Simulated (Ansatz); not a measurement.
The system is Co.

```xyz
2
Lattice="2.4720 0.0000 0.0000 -1.2360 2.1408 0.0000 0.0000 0.0000 4.0211" Properties=species:S:1:pos:R:3 pbc="T T T"
Co    1.2360    0.7136    3.0159
Co    0.0000    1.4272    1.0053
```

Base run:

| Property | Result |
| --- | --- |
| Program | Ansatz 0.2.0 |
| Functional | PBEsol |
| Potentials or basis | all-electron LAPW, scalar-relativistic |
| Cutoff | 315 eV |
| Density cutoff | 1261 eV |
| Basis error allowed | 0.001 eV/atom |
| k mesh | 12 × 12 × 7 |
| Occupations | fermi-dirac, width 0.05 eV |
| Spin | no spin polarisation |

Its results: band gap on the k mesh none (metal or under the smearing width); pressure -17.5 GPa.

Question: The run is repeated on the same cell with these changes: spin from no spin polarisation to collinear spin, ferromagnetic start. What comes out?

Answer: Band gap on the k mesh none (metal or under the smearing width); pressure -5.8 GPa; net moment 3.20 μB per cell; site moments Co +1.65 μB.

Not every run made on this cell is shown here.
